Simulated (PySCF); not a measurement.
One of the candidates below gave these computed data.

All candidates are C6H8.

| technique | computed result |
| --- | --- |
| 13C NMR | chemical shifts (computed TMS as zero) by class: 133.7 (2 C), 132.0 (2 C), 25.7 (2 C) ppm [GIAO PBE0/pcSseg-1] |
| Rotational structure | rotational constants A, B, C: 5.168, 5.109, 2.730 GHz [GFN2-xTB] |
| Dipole | 0.48 D [PBE0/pcSseg-1] |
| 1H NMR | chemical shifts (computed TMS as zero) by class: 6.21 (2 H), 6.05 (2 H), 2.25 (4 H) ppm [GIAO PBE0/pcSseg-1] |

Electronic properties: PySCF, gas phase, density fitting. Levels stand in brackets. The structure is a single GFN2-xTB conformer in the gas phase; no vibrational or solvent corrections. NMR classes are plain means over equivalent atoms (diastereotopic ones count apart unless rotation or inversion swaps them), as if these changed places fast.

Problem. Which candidate is it?
A. `C=C[C@@H]1CC1=C`
B. `C1=CCCC=C1`
C. `C#C[C@@H]1C[C@@H]1C`

Solution. B. It is `C1=CCCC=C1`. Numbering: `[CH:1]1=[CH:2][CH2:3][CH2:4][CH:5]=[CH:6]1`. Its formula, C6H8, gives 3 degrees of unsaturation: 1 ring and 2 π bonds in the structure found. 6 carbons fall into 3 classes; from least to most shielded: alkene CH carbon [C2/C5] (133.7 ppm, 2 C), alkene CH carbon [C1/C6] (132.0 ppm, 2 C), allylic carbon [C3/C4] (25.7 ppm, 2 C). Hydrogen classes from least to most shielded: 2 H on 2 alkene CH carbons, C1/C6 (6.21 ppm), 2 H on 2 alkene CH carbons, C2/C5 (6.05 ppm), 4 H on 2 allylic carbons, C3/C4 (2.25 ppm). The optimised geometry has point group C2 and is an asymmetric top.

The others, at the same levels:
- `C=C[C@@H]1CC1=C` fails: it has 6 carbon classes against 3; its computed 13C shifts are 149.5 (1 C), 144.3 (1 C), 119.2 (1 C), 111.1 (1 C), 25.9 (1 C), 13.7 (1 C) ppm, 1H shifts are 5.93 (1 H), 5.86 (1 H), 5.51 (1 H), 5.41 (1 H), 5.28 (1 H), 2.04 (1 H), 1.53 (1 H), 1.00 (1 H) ppm and rotational constant A is 8.033 GHz (against 5.168 GHz).
- `C#C[C@@H]1C[C@@H]1C` fails: it has 6 carbon classes against 3; its computed 13C shifts are 90.1 (1 C), 72.0 (1 C), 17.6 (1 C), 17.5 (1 C), 16.2 (1 C), 8.2 (1 C) ppm, 1H shifts are 1.45 (1 H), 1.31 (3 H), 1.15 (1 H), 0.95 (1 H), 0.83 (1 H), 0.17 (1 H) ppm and rotational constant A is 6.090 GHz (against 5.168 GHz).

Each candidate is one conformer, not necessarily the lowest. The conformers computed, where there is a choice (atom-mapped SMILES and torsion angles):
- `[CH2:1]=[CH:2][C@@H:3]1[CH2:4][C:5]1=[CH2:6]`: C1–C2–C3–C4 -147°
